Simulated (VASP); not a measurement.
Shape and ions are relaxed at each volume.

Here is the system:

```yaml
crystal:
  lattice:
    - [1.34866, -2.33594, 0.00000]
    - [1.34866, 2.33594, 0.00000]
    - [0.00000, 0.00000, 4.37867]
  atoms:
    - { symbol: Be, position: [0.66667, 0.33333, 0.50006] }
    - { symbol: Be, position: [0.33333, 0.66667, 0.00006] }
    - { symbol: O, position: [0.66667, 0.33333, 0.87794] }
    - { symbol: O, position: [0.33333, 0.66667, 0.37794] }
```

The numbers are results of PBEsol GGA, VASP's PBE PAW potentials (set 64) (plane waves; VASP), not measurements. Settings: 520 eV cut-off, 9×9×5 Γ-centred mesh, Gaussian smearing of 0.050 eV, potentials Be O.

Question: Give the energy at these volumes per atom, relative to the lowest: 6.47, 6.67, 6.88, 7.09, 7.29 Å³.

Answer: 20.0, 5.1, 0.0, 3.3, 14.0 meV/atom. A third-order Birch-Murnaghan fit gives B0 = 216 GPa and B0′ = 3.7.

The compound is BeO in the wurtzite structure. It was relaxed first.
